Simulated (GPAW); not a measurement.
# Cu (I4/mmm) in GPAW: notebook

The runs below take Cu through relaxation of cell and atoms, with PBEsol, PBEsol+D3, PBEsol+D3(BJ), PBEsol+D3(BJ)+ATM, PBEsol+D4.

Everything below comes from runs of GPAW 26.7.0. Logs are shortened: lines on timing, memory, paths and dates and some standing lists are left out, and cuts for length are marked. The log counts tension as positive stress, the text compression.

## Step 1: The structure

The structure is tetragonal, space group I4/mmm (No. 139). The conventional cell has a = 2.886 Å, b = 2.886 Å, c = 2.752 Å, α = 90.00°, β = 90.00°, γ = 90.00°. Around Cu (site symmetry 4/mmm) lie 10 Cu at 2.46 to 2.75 Å.

This isn't the form of Cu at room conditions, which is fcc.

## Step 2: Relaxation of cell and atoms, PBEsol

The input, run.py:

```python
from ase import Atoms
from ase.filters import FrechetCellFilter
from ase.io import write
from ase.optimize import BFGS
from gpaw import GPAW, PW, setup_paths

setup_paths.insert(0, '.')

atoms = Atoms(['Cu'],
              cell=[[-1.44279332, 1.44279332, 1.37608145],
                    [1.44279332, -1.44279332, 1.37608145],
                    [1.44279332, 1.44279332, -1.37608145]],
              scaled_positions=[[0.0, 0.0, 0.0]],
              pbc=True)

calc = GPAW(mode=PW(600),
            xc='PBEsol',
            kpts={'size': (13, 13, 13), 'gamma': True},
            occupations={'name': 'fermi-dirac', 'width': 0.05},
            nbands=14,
            convergence={'density': 1e-05, 'forces': 0.0001},
            maxiter=150,
            txt='gpaw.txt')
atoms.calc = calc
opt = BFGS(FrechetCellFilter(atoms), trajectory='relax.traj', logfile='-')
done = opt.run(fmax=0.02, steps=60)
calc.write('gs.gpw')
write('result.traj', atoms)
print('Converged:', done)
print('Cell:', atoms.cell.cellpar().round(4))
print('Volume:', round(atoms.get_volume(), 4))
print(atoms.get_scaled_positions().round(5))
```

Potentials or basis: PAW data sets generated in the run's folder for this functional, pw.

Launch:

```sh
gpaw-setup -f PBEsol Cu
OMP_NUM_THREADS=1 python run.py
```

gpaw.txt:

```text
__  _  _
 | _ |_)|_||  |
 |__||  | ||/\| - 26.7.0

Input parameters:
  mode=PW(ecut=600.0),
  convergence={'density': 1e-05, 'forces': 0.0001},
  kpts=MonkhorstPack(size=(13, 13, 13), gamma=True),
  maxiter=150,
  nbands=14,
  occupations=Occupations(name='fermi-dirac', width=0.05),
  xc=XC(name='PBEsol')

Diagonalizing LCAO Hamiltonian
Converting LCAO to pw mode

       Cu

Atoms  # Å, Bohr magnetons
|   | symbol |        x |        y |        z |    initial magnetic moments |
|---|--------|----------|----------|----------|-----------------------------|
| 0 |     Cu | 0.000000 | 0.000000 | 0.000000 | ( 0.0000,  0.0000,  0.0000) |

Unit cell  # Å
| periodic |         x |         y |         z |  lengths |     angles |
|----------|-----------|-----------|-----------|----------|------------|
|      yes | -1.442793 |  1.442793 |  1.376081 | 2.461078 | 108.218096 |
|      yes |  1.442793 | -1.442793 |  1.376081 | 2.461078 | 108.218096 |
|      yes |  1.442793 |  1.442793 | -1.376081 | 2.461078 | 112.007635 |

Number of symmetries: 16
Symmetry operations  # r_c * U_cc + t_c -> r_c
|    | kind |            matrix            |
|----|------|------------------------------|
|  0 |  σ   |  1, 1, 1,  0, 0,-1,  0,-1, 0 |
|  1 |  C4  |  1, 1, 1,  0, 0,-1, -1, 0, 0 |
|  2 |  E   |  1, 0, 0,  0, 1, 0,  0, 0, 1 |
|  3 |  σ   |  1, 0, 0,  0, 1, 0, -1,-1,-1 |
|  4 |  σ   |  0, 1, 0,  1, 0, 0,  0, 0, 1 |
|  5 |  C2  |  0, 1, 0,  1, 0, 0, -1,-1,-1 |
|  6 |  C2  |  0, 0, 1, -1,-1,-1,  1, 0, 0 |
|  7 |  S4  |  0, 0, 1, -1,-1,-1,  0, 1, 0 |
|  8 |  C4  |  0, 0,-1,  1, 1, 1,  0,-1, 0 |
[... 117 lines left out ...]
SCF iterations
|iter     | |      energy | eigst |  dens |force |
|---------|-|-------------|-------|-------|------|
|iter:   1| |   -5.233624 | -0.43 |       |      |
|iter:   2| |   -4.841388 | -3.05 | -0.88 |      |
|iter:   3| |   -4.216503 | -1.94 | -0.98 |      |
|iter:   4| |   -4.206166 | -3.94 | -1.82 |      |
|iter:   5| |   -4.198761 | -3.60 | -1.96 |      |
|iter:   6| |   -4.198777 | -6.41 | -3.51 |      |
|iter:   7| |   -4.198782c| -6.12 | -3.63 |      |
|iter:   8| |   -4.198782c| -7.59c| -4.64 |      |
|iter:   9| |   -4.198782c| -8.06c| -5.08c|      |
|iter:  10| |   -4.198782c| -9.13c| -6.00c|-24.03c|

Converged in 10 steps
Energy contributions relative to reference atoms: (reference = -44984.480490)

Energy contributions:
  Kinetic:         -13.176782
  Coulomb:          10.576938
  Zero:              0.058644
  External:          0.000000
  Xc:               -1.656290
  Entropy:          -0.002584
  Spinorbit:         0.000000
  ----------------------------
  Free energy:      -4.200074
  Extrapolated:     -4.198782
[... 9 lines left out ...]
|          2 |         5.138 |     2.000 |
|          3 |         5.138 |     2.000 |
|          4 |         6.010 |     2.000 |
|          5 |         6.219 |     2.000 |
|          6 |        33.586 |     0.000 |
|          7 |        33.586 |     0.000 |
|          8 |        34.871 |     0.000 |
|          9 |        37.125 |     0.000 |
|         10 |        37.220 |     0.000 |
|         11 |        37.220 |     0.000 |
|         12 |        37.417 |     0.000 |
|         13 |        38.151 |     0.000 |

No gap
No difference between direct/indirect transitions

Stress tensor  # eV/Ang^3
|         x |         y |         z |
|-----------|-----------|-----------|
| -0.004103 |  0.000000 | -0.000000 |
|  0.000000 | -0.004103 |  0.000000 |
| -0.000000 |  0.000000 | -0.004021 |

Forces  # eV/Ang
|       x |       y |       z |
|---------|---------|---------|
| 0.00000 | 0.00000 | 0.00000 |  # Cu   0

Interpolating wave functions to new cell

       Cu

Atoms  # Å, Bohr magnetons
|   | symbol |        x |        y |        z |    initial magnetic moments |
|---|--------|----------|----------|----------|-----------------------------|
| 0 |     Cu | 0.000000 | 0.000000 | 0.000000 | ( 0.0000,  0.0000,  0.0000) |

Unit cell  # Å
| periodic |         x |         y |         z |  lengths |     angles |
|----------|-----------|-----------|-----------|----------|------------|
|      yes | -1.443763 |  1.443763 |  1.376987 | 2.462721 | 108.217748 |
|      yes |  1.443763 | -1.443763 |  1.376987 | 2.462721 | 108.217748 |
|      yes |  1.443763 |  1.443763 | -1.376987 | 2.462721 | 112.008348 |

Number of symmetries: 16
Symmetry operations  # r_c * U_cc + t_c -> r_c
|    | kind |            matrix            |
|----|------|------------------------------|
|  0 |  σ   |  1, 1, 1,  0, 0,-1,  0,-1, 0 |
|  1 |  C4  |  1, 1, 1,  0, 0,-1, -1, 0, 0 |
|  2 |  E   |  1, 0, 0,  0, 1, 0,  0, 0, 1 |
|  3 |  σ   |  1, 0, 0,  0, 1, 0, -1,-1,-1 |
|  4 |  σ   |  0, 1, 0,  1, 0, 0,  0, 0, 1 |
|  5 |  C2  |  0, 1, 0,  1, 0, 0, -1,-1,-1 |
|  6 |  C2  |  0, 0, 1, -1,-1,-1,  1, 0, 0 |
|  7 |  S4  |  0, 0, 1, -1,-1,-1,  0, 1, 0 |
|  8 |  C4  |  0, 0,-1,  1, 1, 1,  0,-1, 0 |
[... 117 lines left out ...]
SCF iterations
|iter     | |      energy | eigst |  dens |force |
|---------|-|-------------|-------|-------|------|
|iter:   1| |   -4.198961 | -4.58 |       |      |
|iter:   2| |   -4.198928 | -6.98 | -2.89 |      |
|iter:   3| |   -4.198874c| -6.03 | -2.97 |      |
|iter:   4| |   -4.198873c| -7.10 | -3.71 |      |
|iter:   5| |   -4.198874c| -6.55 | -3.88 |      |
|iter:   6| |   -4.198874c| -8.34c| -4.85 |      |
|iter:   7| |   -4.198874c| -7.79c| -4.95 |      |
|iter:   8| |   -4.198874c| -9.07c| -6.50c|      |
|iter:   9| |   -4.198874c|-10.16c| -6.72c|-24.88c|

Converged in 9 steps
Energy contributions relative to reference atoms: (reference = -44984.480490)

Energy contributions:
  Kinetic:         -13.240251
  Coulomb:          10.625157
  Zero:              0.058456
  External:          0.000000
  Xc:               -1.640939
  Entropy:          -0.002593
  Spinorbit:         0.000000
  ----------------------------
  Free energy:      -4.200170
  Extrapolated:     -4.198874
[... 9 lines left out ...]
|          2 |         5.118 |     2.000 |
|          3 |         5.118 |     2.000 |
|          4 |         5.988 |     2.000 |
|          5 |         6.196 |     2.000 |
|          6 |        33.537 |     0.000 |
|          7 |        33.537 |     0.000 |
|          8 |        34.822 |     0.000 |
|          9 |        37.067 |     0.000 |
|         10 |        37.147 |     0.000 |
|         11 |        37.147 |     0.000 |
|         12 |        37.354 |     0.000 |
|         13 |        38.093 |     0.000 |

No gap
No difference between direct/indirect transitions

Stress tensor  # eV/Ang^3
|         x |         y |         z |
|-----------|-----------|-----------|
| -0.002106 |  0.000000 |  0.000000 |
|  0.000000 | -0.002106 | -0.000000 |
|  0.000000 | -0.000000 | -0.001922 |

Forces  # eV/Ang
|       x |        y |        z |
|---------|----------|----------|
| 0.00000 | -0.00000 | -0.00000 |  # Cu   0

Interpolating wave functions to new cell

       Cu

Atoms  # Å, Bohr magnetons
|   | symbol |        x |         y |        z |    initial magnetic moments |
|---|--------|----------|-----------|----------|-----------------------------|
| 0 |     Cu | 0.000000 | -0.000000 | 0.000000 | ( 0.0000,  0.0000,  0.0000) |

Unit cell  # Å
| periodic |         x |         y |         z |  lengths |     angles |
|----------|-----------|-----------|-----------|----------|------------|
|      yes | -1.444767 |  1.444767 |  1.377862 | 2.464388 | 108.216173 |
|      yes |  1.444767 | -1.444767 |  1.377862 | 2.464388 | 108.216173 |
|      yes |  1.444767 |  1.444767 | -1.377862 | 2.464388 | 112.011575 |

Number of symmetries: 16
Symmetry operations  # r_c * U_cc + t_c -> r_c
|    | kind |            matrix            |
|----|------|------------------------------|
|  0 |  σ   |  1, 1, 1,  0, 0,-1,  0,-1, 0 |
|  1 |  C4  |  1, 1, 1,  0, 0,-1, -1, 0, 0 |
|  2 |  E   |  1, 0, 0,  0, 1, 0,  0, 0, 1 |
|  3 |  σ   |  1, 0, 0,  0, 1, 0, -1,-1,-1 |
|  4 |  σ   |  0, 1, 0,  1, 0, 0,  0, 0, 1 |
|  5 |  C2  |  0, 1, 0,  1, 0, 0, -1,-1,-1 |
|  6 |  C2  |  0, 0, 1, -1,-1,-1,  1, 0, 0 |
|  7 |  S4  |  0, 0, 1, -1,-1,-1,  0, 1, 0 |
|  8 |  C4  |  0, 0,-1,  1, 1, 1,  0,-1, 0 |
[... 117 lines left out ...]
SCF iterations
|iter     | |      energy | eigst |  dens |force |
|---------|-|-------------|-------|-------|------|
|iter:   1| |   -4.199020 | -4.42 |       |      |
|iter:   2| |   -4.198985 | -6.96 | -2.88 |      |
|iter:   3| |   -4.198930c| -6.02 | -2.97 |      |
|iter:   4| |   -4.198929c| -7.09 | -3.71 |      |
|iter:   5| |   -4.198929c| -6.54 | -3.87 |      |
|iter:   6| |   -4.198929c| -8.33c| -4.85 |      |
|iter:   7| |   -4.198929c| -7.78c| -4.94 |      |
|iter:   8| |   -4.198929c| -9.06c| -6.47c|      |
|iter:   9| |   -4.198929c|-10.14c| -6.67c|-24.58c|

Converged in 9 steps
Energy contributions relative to reference atoms: (reference = -44984.480490)

Energy contributions:
  Kinetic:         -13.304305
  Coulomb:          10.673833
  Zero:              0.058298
  External:          0.000000
  Xc:               -1.625454
  Entropy:          -0.002603
  Spinorbit:         0.000000
  ----------------------------
  Free energy:      -4.200231
  Extrapolated:     -4.198929
[... 9 lines left out ...]
|          2 |         5.098 |     2.000 |
|          3 |         5.098 |     2.000 |
|          4 |         5.965 |     2.000 |
|          5 |         6.172 |     2.000 |
|          6 |        33.487 |     0.000 |
|          7 |        33.487 |     0.000 |
|          8 |        34.773 |     0.000 |
|          9 |        37.008 |     0.000 |
|         10 |        37.074 |     0.000 |
|         11 |        37.074 |     0.000 |
|         12 |        37.289 |     0.000 |
|         13 |        38.035 |     0.000 |

No gap
No difference between direct/indirect transitions

Stress tensor  # eV/Ang^3
|         x |         y |        z |
|-----------|-----------|----------|
| -0.000090 |  0.000000 | 0.000000 |
|  0.000000 | -0.000090 | 0.000000 |
|  0.000000 |  0.000000 | 0.000192 |

Forces  # eV/Ang
|        x |        y |       z |
|----------|----------|---------|
| -0.00000 | -0.00000 | 0.00000 |  # Cu   0

# Writing to gs.gpw (mode='')
```

Wall time 67 s (1 thread of Intel Xeon Platinum 8259CL at 2.50GHz (Skylake/Cascade Lake), shared host); peak memory 0.17 GiB.

Results:

| Item | Value |
| --- | --- |
| Free energy | -4.2002 eV |
| Relaxed volume | 11.50 Å³/atom |
| Relaxed cell | a = 2.464 Å, b = 2.464 Å, c = 2.464 Å, α = 108.22°, β = 108.22°, γ = 112.01° |
| Space group after relaxing (to 0.05 Å) | I4/mmm (No. 139) |
| Energy gained by relaxing | 0.1 meV/atom |
| Ionic steps | 3 |
| Pressure after relaxing | 0.0 GPa |
| Band gap on the k mesh | none (metal or under the smearing width) |

The path:
| step | energy change (eV) | largest force (eV/Å) | pressure (GPa) | volume (Å³) |
| --- | --- | --- | --- | --- |
| 1 | 0.0000 | 0.0000 | 0.65 | 11.46 |
| 2 | -0.0001 | 0.0000 | 0.33 | 11.48 |
| 3 | -0.0001 | 0.0000 | 0.00 | 11.50 |

Final structure:
```yaml
crystal:
  lattice:
    - [-1.44477, 1.44477, 1.37786]
    - [1.44477, -1.44477, 1.37786]
    - [1.44477, 1.44477, -1.37786]
  atoms:
    - { symbol: Cu, position: [0.00000, 0.00000, 0.00000] }
```

Caveat: with this Cu data set, volumes or pressures lay over 1.5 % or 2 GPa off other programs in two to four cells of ten; later steps reuse the first step's grids.

## Step 3: Relaxation of cell and atoms, PBEsol+D3

Edit run.py of step 2 so:

```diff
@@ -1,2 +1,3 @@
 from ase import Atoms
+from ase.calculators.mixing import SumCalculator
 from ase.filters import FrechetCellFilter
@@ -4,2 +5,3 @@
 from ase.optimize import BFGS
+from dftd3.ase import DFTD3
 from gpaw import GPAW, PW, setup_paths
@@ -23,3 +25,3 @@
             txt='gpaw.txt')
-atoms.calc = calc
+atoms.calc = SumCalculator([calc, DFTD3(method='pbesol', damping='d3zero')])
 opt = BFGS(FrechetCellFilter(atoms), trajectory='relax.traj', logfile='-')
```

Potentials or basis: PAW data sets generated in the run's folder for this functional, pw.

Launch:

```sh
gpaw-setup -f PBEsol Cu
OMP_NUM_THREADS=1 python run.py
```

It took 95 s on 1 thread of Intel Xeon Platinum 8259CL at 2.50GHz (Skylake/Cascade Lake), shared host; peak memory 0.2 GiB.

Results (log left out):

```
Free energy                            : -4.6131 eV
Relaxed volume                         : 10.98 Å³/atom
Relaxed cell                           : a = 2.426 Å, b = 2.426 Å, c = 2.426 Å, α = 108.19°, β = 108.19°, γ = 112.06°
Space group after relaxing (to 0.05 Å) : I4/mmm (No. 139)
Energy gained by relaxing              : 10.3 meV/atom
Ionic steps                            : 4
Pressure after relaxing                : 0.0 GPa
Band gap on the k mesh                 : none (metal or under the smearing width)
Dispersion energy per atom             : -0.427 eV
```

The path:
| step | energy change (eV) | largest force (eV/Å) | pressure (GPa) | volume (Å³) |
| --- | --- | --- | --- | --- |
| 1 | 0.0000 | 0.0000 | -6.97 | 11.46 |
| 2 | -0.0078 | 0.0000 | -3.69 | 11.22 |
| 3 | -0.0102 | 0.0000 | 0.30 | 10.96 |
| 4 | -0.0103 | 0.0000 | -0.01 | 10.98 |

Final structure:
```xyz
1
Lattice="-1.4229 1.4229 1.3558 1.4229 -1.4229 1.3558 1.4229 1.4229 -1.3558" Properties=species:S:1:pos:R:3 pbc="T T T"
Cu    0.0000    0.0000    0.0000
```

Levels at points of the mesh, in eV from the Fermi level:
```csv
k point,band 2,band 3,band 4,band 5,band 6,band 7,band 8,band 9,band 10
"(0.00, 0.00, 0.00)",-3.41,-3.19,-3.19,-2.27,-2.04,25.86,25.86,27.19,29.59
```

Caveat: with this Cu data set, volumes or pressures lay over 1.5 % or 2 GPa off other programs in two to four cells of ten; later steps reuse the first step's grids; pairwise dispersion overbinds metals, which lowers pressure and volume.

## Step 4: Relaxation of cell and atoms, PBEsol+D3(BJ)

Edit run.py of step 3 so:

```diff
@@ -25,3 +25,3 @@
             txt='gpaw.txt')
-atoms.calc = SumCalculator([calc, DFTD3(method='pbesol', damping='d3zero')])
+atoms.calc = SumCalculator([calc, DFTD3(method='pbesol', damping='d3bj')])
 opt = BFGS(FrechetCellFilter(atoms), trajectory='relax.traj', logfile='-')
```

Launch:

```sh
gpaw-setup -f PBEsol Cu
OMP_NUM_THREADS=1 python run.py
```

Wall time 1.7 min (1 thread of Intel Xeon Platinum 8259CL at 2.50GHz (Skylake/Cascade Lake), shared host); peak memory 0.19 GiB.

Results (log left out):

```
Free energy                            : -4.7500 eV
Relaxed volume                         : 10.99 Å³/atom
Relaxed cell                           : a = 2.427 Å, b = 2.427 Å, c = 2.427 Å, α = 108.24°, β = 108.24°, γ = 111.97°
Space group after relaxing (to 0.05 Å) : I4/mmm (No. 139)
Energy gained by relaxing              : 9.9 meV/atom
Ionic steps                            : 4
Pressure after relaxing                : 0.0 GPa
Band gap on the k mesh                 : none (metal or under the smearing width)
Dispersion energy per atom             : -0.563 eV
```

Stress tensor (GPa, compression positive):
```
-0.12  0.00  0.00
 0.00 -0.12  0.00
 0.00  0.00  0.22
```

Step by step:
```csv
step,energy change (eV),largest force (eV/Å),pressure (GPa),volume (Å³)
1,0.0000,0.0000,-6.93,11.46
2,-0.0076,0.0000,-3.57,11.22
3,-0.0099,0.0000,0.26,10.98
4,-0.0099,0.0000,0.00,10.99
```

Final structure:
```
Cu
1.0
    -1.42265    1.42265    1.35780
     1.42265   -1.42265    1.35780
     1.42265    1.42265   -1.35780
Cu
1
Direct
  0.00000 0.00000 0.00000
```

Levels at points of the mesh, in eV from the Fermi level:
```
           k point  band 2  band 3  band 4  band 5  band 6  band 7  band 8  band 9  band 10
(0.00, 0.00, 0.00)   -3.40   -3.19   -3.19   -2.26   -2.05   25.87   25.87   27.14    29.59
```

Caveat: with this Cu data set, volumes or pressures lay over 1.5 % or 2 GPa off other programs in two to four cells of ten; later steps reuse the first step's grids; pairwise dispersion overbinds metals, which lowers pressure and volume.

(Part 1 of 2 ends here.)
